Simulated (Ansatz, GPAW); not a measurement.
Given: the input of a run of Ansatz 0.2.0 on Co. 

input.yaml

```yaml
crystal:
  lattice:
    - [2.4719999032, 0.0, 0.0]
    - [-1.2359999516, 2.1408147143, 0.0]
    - [0.0, 0.0, 4.02114408]
  atoms:
    - { symbol: Co, position: [0.6666666667, 0.3333333333, 0.75], spin: 2.0 }
    - { symbol: Co, position: [0.3333333333, 0.6666666667, 0.25], spin: 2.0 }
kpoints:
  mp_grid: { grid: [12, 12, 7] }
scf:
  occupations: { method: gaussian, width: 0.022 }
hamiltonian:
  xc: pbe
  pseudopotentials: { kind: all_electron, lapw: { basis_error: 0.001 } }
magnetization:
  spin_polarized: true
output:
  forces: true
  stress: true
  eigenvalues: true
```

Potentials or basis: all-electron LAPW, scalar-relativistic.

Command:

```sh
$ ansatz run input.yaml --threads 2 --pin off --max-ram 6144MiB --backend cpu --events-out ev --progress --plain --runs-dir out
```

Set up the same calculation for GPAW 26.7.0 (ASE script). Potentials or basis there: GPAW PAW data sets (gpaw-data 1.2.1), cutoff 600 eV.

As run (cutoffs and basis follow the program's own potentials, and thresholds, step limits or extra output files can differ):

File run.py:

```python
from ase.dft.bandgap import bandgap
from ase.io import read, write
from ase.units import Bohr, GPa
from gpaw import GPAW, PW
from gpaw.elf import elf_from_dft_calculation

atoms = read('Co.xyz')
atoms.set_initial_magnetic_moments([2.0, 2.0])

calc = GPAW(mode=PW(600),
            xc='PBE',
            kpts={'size': (12, 12, 7), 'gamma': True},
            occupations={'name': 'methfessel-paxton', 'order': 0, 'width': 0.022},
            nbands=21,
            convergence={'density': 1e-05, 'energy': 1e-05},
            maxiter=150,
            txt='gpaw.txt')
atoms.calc = calc
energy = atoms.get_potential_energy()
forces = atoms.get_forces()
stress = atoms.get_stress()
calc.write('gs.gpw')
write('result.traj', atoms)
print(f'Energy: {energy:.6f} eV')
print('Forces (eV/A):')
print(forces.round(4))
print('Stress (GPa):', (stress / GPa).round(3))
print('Moments:', calc.get_magnetic_moments().round(3))
print('Fermi level:', round(calc.get_fermi_level(), 4), 'eV')
print(f'Gap: {bandgap(calc)[0]:.4f} eV, direct: {bandgap(calc, direct=True)[0]:.4f} eV')

# fields on the real-space grid
write('density.cube', atoms, data=calc.get_pseudo_density() * Bohr**3)
write('potential.cube', atoms, data=calc.get_electrostatic_potential())
write('spin.cube', atoms, data=(calc.get_pseudo_density(spin=0) - calc.get_pseudo_density(spin=1)) * Bohr**3)
write('elf.cube', atoms, data=elf_from_dft_calculation(calc).data)
```

Contents of Co.xyz:

```xyz
2
Lattice="2.4719999032 0.0000000000 0.0000000000 -1.2359999516 2.1408147143 0.0000000000 0.0000000000 0.0000000000 4.0211440800" Properties=species:S:1:pos:R:3 pbc="T T T"
Co     1.2359999517      0.7136049047      3.0158580600
Co    -0.0000000001      1.4272098096      1.0052860200
```

Potentials or basis: GPAW PAW data sets (gpaw-data 1.2.1), pw.

Launch:

```bash
$ OMP_NUM_THREADS=1 python run.py
```

Both were run:

|  | Ansatz | GPAW |
| --- | --- | --- |
| Pressure | 4.6 GPa | 4.8 GPa |
| Net moment | 3.22 μB per cell | 3.21 μB per cell |

Where Ansatz's input types no cutoff or centring, it takes its own default and a Γ-centred mesh.

The magnetic state is the one that the start led to; the real crystal's order can differ.

Pressure is positive in compression.
